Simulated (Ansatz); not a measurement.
The system is ZrS2.

```
CELL_PARAMETERS angstrom
3.69138 0.00000 0.00000
-1.84569 3.19683 0.00000
0.00000 0.00000 6.04108
ATOMIC_POSITIONS crystal
Zr 0.00000 0.00000 0.00000
S 0.33333 0.66667 0.23791
S 0.66667 0.33333 0.76209
```

The cell is a database's computed one.

Program: Ansatz 0.2.0. Alike in all runs: potentials or basis Ansatz PAW; cell as given; cutoff (eV) 420. Hardware: 2 threads of Intel(R) Xeon(R) Processor @ 2.50GHz (Skylake/Cascade Lake), with other jobs on the host.

Problem. Order these runs on this cell by their wall time, lowest first.
A. task band structure; level HSE03; spin off; k mesh 4 × 4 × 3; smearing fermi-dirac 0.05 eV; points for each segment of the path 4; mesh quality coarse
B. task band structure; level LDA; spin SOC, no magnetisation; k mesh 6 × 6 × 4; smearing fermi-dirac 0.05 eV; points for each segment of the path 14; mesh quality not flagged
C. task single point; level PBE; spin off; k mesh 8 × 8 × 5; smearing gaussian 0.019 eV; mesh quality not flagged
D. task band structure; level PBEsol; spin off; k mesh 8 × 8 × 5; smearing fermi-dirac 0.05 eV; points for each segment of the path 14; mesh quality not flagged

Solution. C (4.1 s), D (9.5 s), B (57 s), A (300 s).

Caveats: some runs use coarse meshes.
